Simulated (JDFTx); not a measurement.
Crystal: GaAs.

```
As Ga
1.0
     0.00000    2.82685    2.82685
     2.82685    0.00000    2.82685
     2.82685    2.82685    0.00000
As Ga
1 1
Direct
  0.75000 0.75000 0.75000
  0.00000 0.00000 0.00000
```

Base run:

| Quantity | Value |
| --- | --- |
| Program | JDFTx 1.7.0 (patched build) |
| Functional | SCAN |
| Potentials or basis | SG15-PBE-1.2 |
| Cutoff | 1088 eV |
| Density cutoff | 8708 eV |
| k mesh | 8 × 8 × 8 |
| Occupations | fermi-dirac, width 0.05 eV |
| Spin | no spin polarisation |

Its results: band gap on the k mesh 0.44 eV, direct; pressure -0.3 GPa.

Q: The run is repeated on the same cell with these changes: functional from SCAN to LDA; potentials or basis from SG15-PBE-1.2 to PseudoDojo-SR-LDA-0.4.1-standard; valence electrons from 18 to 28. What comes out?

A: Band gap on the k mesh 0.28 eV, direct; pressure -2.1 GPa.

Caveats: the potentials were made for another functional, which shifts forces and pressure (some runs).

A k mesh can miss the band edges.

Not every run made on this cell is shown here.
